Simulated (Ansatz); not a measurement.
Write a Python script for the Ansatz DFT code, driven from Python that makes cell relaxations under several functionals of RbCl, space group Fm-3m. Level of theory (first run): revPBE, PAW, the default cutoff (420 eV here), 6×6×6 k-points, fixed occupations, D3BJ dispersion.

Input file `POSCAR_rbcl`:
```text
RbCl
1.0
   0.00000000    3.27400000    3.27400000
   3.27400000    0.00000000    3.27400000
   3.27400000    3.27400000    0.00000000
Rb Cl
1 1
Direct
   0.00000000    0.00000000    0.00000000
   0.50000000    0.50000000    0.50000000
```

The script, `lattice_rbcl.py`:
```python
"""How the lattice of RbCl depends on the functional."""

import argparse
import warnings

import ansatz as az
from ase.io import read
import numpy as np

parser = argparse.ArgumentParser(description="How the lattice of RbCl depends on the functional.")
parser.add_argument("--mesh", type=int, nargs=3, default=[6, 6, 6], help="k-point sampling")
parser.add_argument("--occupations", required=True, help="how the bands are filled")
parser.add_argument("--fmax", type=float, required=True, help="force threshold (eV/A)")
args = parser.parse_args()

def edges_and_angles(cell):
    cell = np.asarray(cell)
    a, b, c = np.linalg.norm(cell, axis=1)
    cosines = cell[1] @ cell[2] / (b * c), cell[0] @ cell[2] / (a * c), cell[0] @ cell[1] / (a * b)
    return (a, b, c, *np.degrees(np.arccos(cosines)))


def main() -> None:
    warnings.simplefilter("ignore", az.DeckWarning)

    atoms = read("POSCAR_rbcl", format="vasp")
    system = az.Crystal.from_ase(atoms)

    setup = (
        system.calculation()
        .kpoints(*args.mesh)
        .occupations(args.occupations)
        .relax(cell=True, force_tolerance=args.fmax)
    )

    levels = [("revpbe", "d3bj"), ("rpbe", "none"), ("r2scan", "none")]
    print("level            a       b       c    alpha   beta  gamma  V/atom  steps")
    for name, dispersion in levels:
        seen = []
        run = setup.functional(name, dispersion=dispersion).session().plan()
        out = run.execute(on_event=lambda e: seen.append(e) if e["event"] == "relax_step" else None)
        cell = out.lattice.cell_ang
        label = name if dispersion == "none" else f"{name}+{dispersion}"
        print("{:13s} {:7.4f} {:7.4f} {:7.4f} {:6.2f} {:6.2f} {:6.2f}".format(label, *edges_and_angles(cell)), f"{abs(np.linalg.det(cell)) / len(out.lattice.sites):7.3f} {len(seen):5d}")


if __name__ == "__main__":
    main()
```

```console
$ python lattice_rbcl.py --occupations Fixed --fmax 0.02
level            a       b       c    alpha   beta  gamma  V/atom  steps
revpbe+d3bj    4.7093  4.7093  4.7093  60.00  60.00  60.00  36.926     4
rpbe           4.8841  4.8841  4.8841  60.00  60.00  60.00  41.193     5
r2scan         4.6760  4.6760  4.6760  60.00  60.00  60.00  36.147     4
```

From smallest to largest: r2SCAN (36.15 Å³ an atom, +3.0 % against the start), revPBE+D3BJ (36.93 Å³ an atom, +5.2 % against the start) and RPBE (41.19 Å³ an atom, +17.4 % against the start). The spread is 14.0 % in volume.

Caveats:
- Forces vanish by symmetry, so the ions can't move, and the end may be a saddle.
- Edges and angles are those of the cell as typed, here a primitive one, not of the conventional cell.
- The starting cell is as deposited in a crystallographic database; the results hold for this polymorph, which needn't be the stable one.
- It ran for 15 s on 1 thread of Arm Neoverse V2, with other jobs on the host, peak memory 0.64 GiB.
